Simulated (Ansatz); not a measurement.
**CuI: a vibration from a frozen displacement**

The calculation used DFT PBEsol, scalar-relativistic, plane waves, PAW (Ansatz 0.2.0). The runs took a 420 eV cutoff, a Γ-centred 14×14×14 mesh and Gaussian smearing (0.15 eV). Spin–orbit coupling is left out, which matters for the heavy elements here. No spin polarisation. Energies are free energies at this smearing, counted from the undisturbed cell; pressure is positive in compression.

Zero of the scan (as given, not relaxed at this level; it stands at -3.5 GPa; this rock-salt form isn't the usual structure):

```xyz
2
Lattice="0.0000 2.8621 2.8621 2.8621 0.0000 2.8621 2.8621 2.8621 0.0000" Properties=species:S:1:pos:R:3 pbc="T T T"
Cu    0.0000    0.0000    0.0000
I     2.8621    2.8621    2.8621
```

Every Cu atom is moved by x along the Cartesian unit vector (0.000, 0.000, -1.000); the cell and all other atoms stay fixed. The cell's volume is 46.89 Å³; the moved atoms weigh 63.546 u together and the others 126.904 u. Some rows repeat others by symmetry and weren't run.

| x (Å) | ΔE (meV/cell) | total force on the moved atoms along the move (eV/Å) | pressure (GPa) |
| --- | --- | --- | --- |
| -0.3000 | 11.08 | 0.1950 | -2.0632 |
| -0.2625 | 5.26 | 0.1194 | -2.4232 |
| -0.2250 | 1.86 | 0.0654 | -2.7193 |
| -0.1500 | -0.51 | 0.0071 | -3.1483 |
| -0.0750 | -0.32 | -0.0068 | -3.3921 |
| 0.0000 | 0.00 | 0.0000 | -3.4712 |
| 0.0750 | -0.32 | 0.0068 | -3.3921 |
| 0.1500 | -0.51 | -0.0071 | -3.1483 |
| 0.2250 | 1.86 | -0.0654 | -2.7193 |
| 0.2625 | 5.26 | -0.1194 | -2.4232 |
| 0.3000 | 11.08 | -0.1950 | -2.0632 |

Question: What frequency belongs to this motion?

Answer: The force constant is k = −dF/dx = -0.091 eV/Å², from the parabola through x = -0.0750, 0 and 0.0750. In every cell the moved atoms swing against the rest, so the mass is μ = m₁m₂/(m₁ + m₂) = 42.343 u, and ν̃ = 521.5 cm⁻¹ × √(|k|/μ) = 24i cm⁻¹, at this cell's pressure of -3.5 GPa. To first order in x, and within 1 %, the force on every atom lies along the move and, within each of the two groups, in proportion to the atom's mass, so this is itself a mode at the zone centre of this cell.

Question: Where does the displacement stop?

Answer: The energy turns up again: a parabola through the lowest point and its two neighbours puts the minimum at x ≈ -0.12 Å, 1 meV a cell below the start. A quartic well E = kx²/2 + bx⁴ through that position would be −kx₀²/4 = 0 meV deep. For scale, k_BT is 26 meV at 300 K, but cells are coupled, so the depth doesn't fix a transition temperature; relaxing the other atoms and the cell can only lower the minimum further below this start.

No gap shows at this level, though a semilocal functional can close a small gap that the real compound has; without a gap these slopes depend on the k mesh and the smearing.